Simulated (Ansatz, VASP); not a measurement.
**In in VASP and in Ansatz**

```
In
1.0
     3.01424    0.00000    0.00000
     0.00000    3.01424    0.00000
     0.00000    0.00000    3.01424
In
1
Cartesian
  0.0000 0.0000 0.0000
```

Alike in both runs: functional PBEsol; k mesh 10 × 10 × 10; occupations fermi-dirac, width 0.1 eV; no spin polarisation.

Ansatz relaxed the structure, and its values are those at the end. VASP's run is a single point on that final structure, the one shown.

```csv
,VASP,Ansatz
version,VASP 6.6.1,Ansatz 0.2.0
potentials or method,"VASP PAW PBE potentials, release 64 (In_d)","plane waves (420 eV) with PAW, scalar-relativistic"
plane-wave cutoff (eV),520,420
valence electrons in the cell,13,13
```

```csv
,VASP,Ansatz,Ansatz less VASP
pressure (GPa),0.0,0.0,0.00
```

Ansatz warned: «pseudo_functional_mismatch».

Caveats: the PAW data sets were made with another functional, which shifts forces and pressure a little (VASP).
